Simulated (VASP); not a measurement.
The system is MgSe.

```
CELL_PARAMETERS angstrom
0.00000 2.75218 2.75218
2.75218 0.00000 2.75218
2.75218 2.75218 0.00000
ATOMIC_POSITIONS crystal
Mg 0.00000 0.00000 0.00000
Se 0.50000 0.50000 0.50000
```

The cell was built by a generator and needn't be a form met in nature.

Base run:

| Property | Result |
| --- | --- |
| Program | VASP 6.6.1 |
| Functional | PBE |
| Potentials or basis | VASP PAW PBE potentials, release 64 (Mg, Se) |
| Cutoff | 520 eV |
| k mesh | 8 × 8 × 8 |
| Occupations | gaussian, width 0.02 eV |
| Spin | no spin polarisation |

Its results: band gap on the k mesh 1.75 eV, indirect (least direct gap 2.40 eV).

**Question.** The run is repeated on the same cell with these changes: functional from PBE to r2SCAN. What comes out?

**Answer.** Band gap on the k mesh 2.41 eV, indirect (least direct gap 3.29 eV).

r2SCAN gives the wider gap, since meta-GGAs in the generalised Kohn-Sham scheme recover part of the derivative discontinuity.
